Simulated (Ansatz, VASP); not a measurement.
**Two plane-wave programs on CoSi2**

The input INCAR:

```
  ALGO = Normal
  EDIFF = 1E-6
  EDIFFG = -0.005
  ENCUT = 600
  GGA = PE
  IBRION = 2
  ISIF = 3
  ISMEAR = 0
  LASPH = True
  LCHARG = False
  LREAL = False
  LWAVE = False
  NELM = 80
  NSW = 100
  PREC = Accurate
  SIGMA = 0.1
```

The input KPOINTS:

```
k-points
0
Gamma
  14 14 14
```

POSCAR

```
CoSi2
1.0
    0.0000000000      2.6780000000      2.6780000000
    2.6780000000      0.0000000000      2.6780000000
    2.6780000000      2.6780000000      0.0000000000
Co Si
1 2
Direct
    0.0000000000      0.0000000000      0.0000000000
    0.2500000000      0.2500000000      0.2500000000
    0.7500000000      0.7500000000      0.7500000000
```

Input for Ansatz:

```yaml
crystal:
  lattice:
    - [0.0, 2.678, 2.678]
    - [2.678, 0.0, 2.678]
    - [2.678, 2.678, 0.0]
  atoms:
    - { symbol: Co, position: [0.0, 0.0, 0.0] }
    - { symbol: Si, position: [0.25, 0.25, 0.25] }
    - { symbol: Si, position: [0.75, 0.75, 0.75] }
basis:
  ecutwfc: 420
kpoints:
  mp_grid: { grid: [14, 14, 14] }
hamiltonian:
  xc: pbe
scf:
  occupations: { method: gaussian, width: 0.1 }
output:
  forces: true
  stress: true
  eigenvalues: true
relax:
  adjacent_minimum: "off"
  f_tol: 0.005
  max_steps: 80
  cell: { stress_tol: 0.05 }
```

Alike in both runs: task relaxation of cell and atoms; functional PBE; k mesh 14 × 14 × 14; occupations gaussian, width 0.1 eV; no spin polarisation.

|  | VASP | Ansatz |
| --- | --- | --- |
| version | VASP 6.6.1 | Ansatz 0.2.0 |
| potentials or method | VASP PAW PBE potentials, release 64 (Co, Si) | scalar-relativistic, plane waves, PAW |
| plane-wave cutoff (eV) | 600 | 420 |
| valence electrons in the cell | 17 | 25 |

VASP gave:

| Quantity | Value |
| --- | --- |
| gap on the k mesh at the Fermi level, each at its own relaxed structure (eV) | none |
| relaxed volume (Å³/atom) | 12.82 |
| relaxed cell length with the largest relative difference (Å) | 3.789 |

Question: What did Ansatz give for the same quantities?

Answer: gap on the k mesh at the Fermi level, each at its own relaxed structure (eV): none; relaxed volume (Å³/atom): 12.83; relaxed cell length with the largest relative difference (Å): 3.790.

A gap of «none» marks a metal or a gap that the smearing closes. The two sets of potentials don't hold the same shells in valence.

Spin polarisation is off, so any magnetic state and its effect on volume and gap are missing.
